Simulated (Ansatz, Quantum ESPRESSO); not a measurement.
## One calculation of CoO, 4 ways

```
CELL_PARAMETERS angstrom
1.50547 0.86918 2.43993
-1.50547 0.86918 2.43993
0.00000 -1.73837 2.43993
ATOMIC_POSITIONS crystal
Co 0.00000 0.00000 0.00000
O 0.50000 0.50000 0.50000
```

The cell is a database's computed one, not the measured one.

Alike in all runs: task band structure; functional PBEsol; k mesh 11 × 11 × 11; occupations fermi-dirac, width 0.05 eV; collinear spin, ferromagnetic start; no spin-orbit coupling. Pressure is positive in compression and, in plane waves, holds the error of the finite cutoff, which Ansatz's Pulay term estimates and takes out.

```json
{"program and potentials": "Ansatz, Ansatz PAW", "plane-wave cutoff (eV)": "420", "notes": "potentials made for PBE, which Ansatz adapts in part; Pulay term of +0.77 GPa included", "pressure (GPa)": "-9.14", "net moment per atom (μB)": "1.47"}
{"program and potentials": "Ansatz, PAW datasets made for the crystal", "plane-wave cutoff (eV)": "400", "notes": "-", "pressure (GPa)": "-9.18", "net moment per atom (μB)": "1.47"}
{"program and potentials": "Ansatz, all-electron LAPW, scalar-relativistic", "plane-wave cutoff (eV)": "-", "notes": "-", "pressure (GPa)": "-9.18", "net moment per atom (μB)": "1.47"}
{"program and potentials": "Quantum ESPRESSO, GBRV 1.5 PBEsol", "plane-wave cutoff (eV)": "762", "notes": "-", "pressure (GPa)": "-8.81", "net moment per atom (μB)": "1.50"}
```

The pressure spans -9.18 (Ansatz, PAW datasets made for the crystal) to -8.81 GPa (Quantum ESPRESSO, GBRV 1.5 PBEsol), with all-electron results at -9.18. The net moment per atom spans 1.47 (Ansatz, all-electron LAPW, scalar-relativistic) to 1.50 μB (Quantum ESPRESSO, GBRV 1.5 PBEsol), with all-electron results at 1.47. The state is the one that the start led to, which needn't be the lowest.

Differences between rows come from potentials, basis sets and numerical settings, since the functional is the same but for its coding. Runs on potential files found faulty are left out.

The negative pressure in every row means that the cell is stretched relative to PBEsol equilibrium for this ferromagnetic state, so it would tend to contract. The moment is averaged over cobalt and oxygen. Per formula unit it is therefore close to the spin-only value of high-spin Co(II), in which exchange splitting outweighs the octahedral crystal field and both antibonding e_g orbitals hold a majority-spin electron.

Quantum ESPRESSO gives both the largest moment and the least negative pressure. This fits the usual magnetovolume effect, though the potential could shift each quantity separately. The 1.47 μB of the other rows falls slightly short of an integer moment per cell, which suggests a metallic state with carriers in both spin channels. Real CoO is an antiferromagnetic insulator; a semilocal functional probably splits the partly filled minority t_2g shell too weakly to open the gap. Agreement with the all-electron result thus supports the potentials, not the functional's description of CoO's electronic structure.
